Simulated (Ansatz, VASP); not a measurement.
Mo in VASP and in Ansatz

File INCAR:

```
SYSTEM = Mo
  PREC = Accurate
  ENCUT = 520
  EDIFF = 1E-7
  ISMEAR = 0
  SIGMA = 0.1
  LREAL = .FALSE.
  LASPH = .TRUE.
  NELM = 60
  ALGO = Normal
  ISIF = 2
  LWAVE = .FALSE.
  LCHARG = .TRUE.
  GGA = PS
  LELF = .TRUE.
  LVHAR = .TRUE.
  NBANDS = 13
```

File KPOINTS:

```
regular mesh
0
G
  8 8 8
  0 0 0
```

The input POSCAR:

```
Mo
1.0
   -1.5316601409      1.5316601409      1.5316601409
    1.5316601409     -1.5316601409      1.5316601409
    1.5316601409      1.5316601409     -1.5316601409
Mo
1
Direct
    0.0000000000      0.0000000000      0.0000000000
```

Input for Ansatz:

```yaml
crystal:
  lattice:
    - [-1.5316601409, 1.5316601409, 1.5316601409]
    - [1.5316601409, -1.5316601409, 1.5316601409]
    - [1.5316601409, 1.5316601409, -1.5316601409]
  atoms:
    - { symbol: Mo, position: [0.0, 0.0, 0.0] }
basis:
  ecutwfc: 420
kpoints:
  mp_grid: { grid: [8, 8, 8] }
hamiltonian:
  xc: pbesol
scf:
  occupations: { method: gaussian, width: 0.1 }
output:
  forces: true
  stress: true
  eigenvalues: true
```

Alike in both runs: task single point; functional PBEsol; k mesh 8 × 8 × 8; occupations gaussian, width 0.1 eV; no spin polarisation.

```csv
,VASP,Ansatz
version,VASP 6.6.1,Ansatz 0.2.0
potentials or method,"VASP PAW PBE potentials, release 64 (Mo_sv)","scalar-relativistic, plane waves, PAW"
plane-wave cutoff (eV),520,420
valence electrons in the cell,14,14
```

VASP gave:

* gap on the k mesh at the Fermi level (eV): none
* pressure (GPa): 21.4

Q: What did Ansatz give for the same quantities?

A: gap on the k mesh at the Fermi level (eV): none; pressure (GPa): 20.7.

A gap of «none» marks a metal or a gap that the smearing closes.

Caveats: the k mesh is coarse (spacing up to 0.36 Å⁻¹), so the values aren't converged; so large a pressure means that the cell lies far from this level's equilibrium, or that cutoff or potentials fall short (VASP); the potentials were made for another functional, which shifts forces and pressure (VASP).
